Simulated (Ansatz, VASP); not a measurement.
Ta in VASP and in Ansatz

Contents of INCAR:

```
PREC = Accurate ; ENCUT = 520
EDIFF = 1E-7 ; ISMEAR = -1
SIGMA = 0.05 ; LREAL = F
LASPH = T ; NELM = 60
ALGO = Normal ; ISIF = 2
LWAVE = F ; LCHARG = F
GGA = PS ; NBANDS = 12
```

KPOINTS

```
Automatic mesh
0
Gamma
  11 11 11
```

File POSCAR:

```
Ta
1.0
   -1.6207340000      1.6546480000      1.6292400000
    1.6978010000     -1.6261700000      1.6778290000
    1.6224360000      1.6278720000     -1.6007620000
Ta
1
Direct
    0.0019110000     -0.0235750000     -0.0041030000
```

File input.yaml:

```yaml
crystal:
  lattice:
    - [-1.620734, 1.654648, 1.62924]
    - [1.697801, -1.62617, 1.677829]
    - [1.622436, 1.627872, -1.600762]
  atoms:
    - { symbol: Ta, position: [0.001911, -0.023575, -0.004103] }
hamiltonian:
  xc: pbesol
  pseudopotentials: { kind: paw }
kpoints:
  mp_grid: { grid: [11, 11, 11] }
scf:
  occupations: { method: fermi_dirac, width: 0.05 }
output:
  forces: true
  stress: true
  eigenvalues: true
```

Change from the starting cell: cell strained at random at fixed volume.

Alike in both runs: task single point; functional PBEsol; k mesh 11 × 11 × 11; occupations fermi-dirac, width 0.05 eV; no spin polarisation.

```csv
,VASP,Ansatz
version,VASP 6.6.1,Ansatz 0.2.0
potentials or method,"VASP PAW PBE potentials, release 64 (Ta_pv)",Ansatz PAW
plane-wave cutoff (eV),520,420
valence electrons in the cell,11,13
```

Ansatz gave:

| Property | Result |
| --- | --- |
| gap on the k mesh at the Fermi level (eV) | none |
| pressure (GPa) | -3.9 |
| largest component of the traceless stress (GPa) | 4.12 |

Question: Estimate VASP's values.

Answer: gap on the k mesh at the Fermi level (eV): none; pressure (GPa): -3.8; largest component of the traceless stress (GPa): 4.14.

A gap of «none» marks a metal or a gap that the smearing closes. The two sets of potentials don't hold the same shells in valence.

Caveats: the PAW data sets were made with another functional, which shifts forces and pressure a little (VASP); the PAW data sets come from PBE, with cores solved anew for the run's functional, which leaves a small shift of forces and pressure (Ansatz). Spin-orbit coupling is left out, which matters for the levels of Ta.
